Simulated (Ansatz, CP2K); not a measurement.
Given: the input of a run of Ansatz 0.2.0 on Se (Selenium). 

input.yaml

```yaml
crystal:
  lattice:
    - [4.3662, 0.0, 0.0]
    - [-2.1831, 3.781240118, 0.0]
    - [0.0, 0.0, 4.9536]
  atoms:
    - { symbol: Se, position: [0.7746, 0.7746, 0.0] }
    - { symbol: Se, position: [0.0, 0.2254, 0.6666666667] }
    - { symbol: Se, position: [0.2254, 0.0, 0.3333333333] }
hamiltonian:
  xc: pbe
  pseudopotentials: { kind: paw }
kpoints:
  mp_grid: { grid: [7, 7, 6] }
scf:
  occupations: { method: fermi_dirac, width: 0.05 }
output:
  forces: true
  stress: true
  eigenvalues: true
  write_density: true
  write_potential: true
  elf: true
  volumetric_format: npy
```

Potentials or basis: Ansatz PAW.

Run with:

```bash
$ ansatz run input.yaml --threads 1 --pin off --max-ram 3584MiB --backend cpu --events-out ev --progress --plain --runs-dir out
```

**Question.** Set up the same calculation for CP2K 2026.2. Potentials or basis there: POTENTIAL_UZH Se GTH-PBE-q6; TZVP-MOLOPT-PBE-GTH basis.

**Answer.** As run (cutoffs and basis follow the program's own potentials, and thresholds, step limits or extra output files can differ):

File se_scf.inp:

```
&GLOBAL
  PROJECT se_scf
  RUN_TYPE ENERGY_FORCE
  PRINT_LEVEL LOW
&END GLOBAL
&FORCE_EVAL
  METHOD QS
  STRESS_TENSOR ANALYTICAL
  &DFT
    BASIS_SET_FILE_NAME BASIS_MOLOPT_UZH
    POTENTIAL_FILE_NAME POTENTIAL_UZH
    &MGRID
      CUTOFF 450
      REL_CUTOFF 60
      NGRIDS 4
    &END MGRID
    &QS
      METHOD GPW
      EPS_DEFAULT 1.0E-10
    &END QS
    &KPOINTS
      SCHEME MONKHORST-PACK 7 7 6
      GAMMA_CENTERED T
      SYMMETRY T
      SYMMETRY_BACKEND SPGLIB
    &END KPOINTS
    &SCF
      SCF_GUESS ATOMIC
      EPS_SCF 1.0E-6
      MAX_SCF 100
      ADDED_MOS 12
      CHOLESKY OFF
      EPS_EIGVAL 1.0E-7
      &DIAGONALIZATION ON
        ALGORITHM STANDARD
      &END DIAGONALIZATION
      &MIXING ON
        METHOD BROYDEN_MIXING
        ALPHA 0.4
        BETA 1.5
        NBUFFER 8
      &END MIXING
      &SMEAR ON
        METHOD FERMI_DIRAC
        ELECTRONIC_TEMPERATURE [K] 580.226
      &END SMEAR
    &END SCF
    &XC
      &XC_FUNCTIONAL
        &GGA_X_PBE
        &END GGA_X_PBE
        &GGA_C_PBE
        &END GGA_C_PBE
      &END XC_FUNCTIONAL
    &END XC
    &PRINT
      &KPOINTS ON
      &END KPOINTS
      &MULLIKEN ON
      &END MULLIKEN
      &MO ON
        ENERGIES T
        OCCUPATION_NUMBERS T
        &EACH
          QS_SCF 0
        &END EACH
        ADD_LAST NUMERIC
      &END MO
      &LOWDIN ON
      &END LOWDIN
      &HIRSHFELD ON
        SHAPE_FUNCTION DENSITY
      &END HIRSHFELD
      &E_DENSITY_CUBE ON
        STRIDE 1
      &END E_DENSITY_CUBE
      &V_HARTREE_CUBE ON
        STRIDE 1
      &END V_HARTREE_CUBE
      &ELF_CUBE ON
        STRIDE 1
      &END ELF_CUBE
    &END PRINT
  &END DFT
  &SUBSYS
    &CELL
      ABC 4.3662000000 4.3662000000 4.9536000000
      ALPHA_BETA_GAMMA 90.0000000000 90.0000000000 120.0000000000
      PERIODIC XYZ
    &END CELL
    &COORD
      Se  1.6910292600 2.9289485954 0.0000000000
      Se  -0.4920707400 0.8522915226 3.3024000002
      Se  0.9841414800 0.0000000000 1.6511999998
    &END COORD
    &KIND Se
      BASIS_SET TZVP-MOLOPT-PBE-GTH-q6
      POTENTIAL GTH-PBE-q6
    &END KIND
    &PRINT
      &ATOMIC_COORDINATES ON
      &END ATOMIC_COORDINATES
      &CELL ON
      &END CELL
      &SYMMETRY ON
      &END SYMMETRY
    &END PRINT
  &END SUBSYS
  &PRINT
    &FORCES ON
    &END FORCES
    &STRESS_TENSOR ON
    &END STRESS_TENSOR
  &END PRINT
&END FORCE_EVAL
```

Potentials or basis: POTENTIAL_UZH Se GTH-PBE-q6; TZVP-MOLOPT-PBE-GTH basis.

Command:

```console
$ OMP_NUM_THREADS=1 cp2k.psmp -i se_scf.inp -o se_scf.out
```

Both were run:

|  | Ansatz | CP2K |
| --- | --- | --- |
| Pressure | 2.8 GPa | 3.6 GPa |

Ansatz's pressure holds a Pulay term of +0.01 GPa for its cutoff of 420 eV, which the other run lacks.

The potentials hold 48 and 18 valence electrons a cell.

Where Ansatz's input types no cutoff or centring, it takes its own default and a Γ-centred mesh.

Pressure is positive in compression.
